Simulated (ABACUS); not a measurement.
Write the native input for ABACUS 3.10.1 that does the following.

```
Task                                          : single point
Functional                                    : SOGGA
Potentials or basis                           : SSSP 1.3 efficiency PBE
Cutoff                                        : 748 eV
Density cutoff                                : 5987 eV
Basis                                         : plane waves
k mesh                                        : 6 × 6 × 6
Occupations                                   : fermi-dirac, width 0.05 eV
Spin                                          : no spin polarisation
Radial cutoff of the potentials (pseudo_rcut) : 10 bohr
SCF threshold on the density                  : 1e-08
Max SCF steps                                 : 100
Eigensolver                                   : dav
Mixing                                        : broyden
Mixing share                                  : 0.7
Symmetry key                                  : 1
Bands                                         : 19
```

InP:

```
CELL_PARAMETERS angstrom
-2.93050 0.00000 2.93050
0.00000 2.93050 2.93050
-2.93050 2.93050 0.00000
ATOMIC_POSITIONS crystal
In 0.00000 0.00000 0.00000
P 0.25000 0.25000 0.25000
```

One way to write it, as run:

INPUT

```
INPUT_PARAMETERS
suffix              InP
calculation         scf
basis_type          pw
pseudo_dir          ./
latname             fcc
symmetry            1
dft_functional      GGA_X_SOGGA+GGA_C_PBE
ecutwfc             55
pseudo_rcut         10
nspin               1
nbands              19
ks_solver           dav
smearing_method     fd
smearing_sigma      0.00367493
scf_thr             1e-08
scf_nmax            100
mixing_type         broyden
mixing_beta         0.7
cal_force           1
cal_stress          1
ecutrho             440
out_chg             1
kpar                4
```

STRU

```
ATOMIC_SPECIES
In 114.8180 In.pbe-dn-rrkjus_psl.0.2.2.UPF
P 30.9738 P.pbe-n-rrkjus_psl.1.0.0.UPF

LATTICE_CONSTANT
11.0756848164

ATOMIC_POSITIONS
Direct

In
0.0
1
0.0000000000 0.0000000000 0.0000000000 1 1 1

P
0.0
1
0.2500000000 0.2500000000 0.2500000000 1 1 1
```

KPT

```
K_POINTS
0
Gamma
6 6 6 0 0 0
```

Potentials or basis: SSSP 1.3 efficiency PBE, plane waves.

The run is started by

```console
$ OMP_NUM_THREADS=1 mpirun -np 4 abacus > log
```

Results of the run:

- Pressure: 0.1 GPa
- Band gap on the k mesh: 0.64 eV, direct

Caveat: the potentials were made for another functional, which shifts forces and pressure; spin-orbit coupling is left out, which moves the levels of the heavy elements.

Wall time 30 s on 4 MPI ranks on Intel(R) Xeon(R) Platinum 8559C (Emerald Rapids), on a shared host, peak memory 1 GiB a rank.
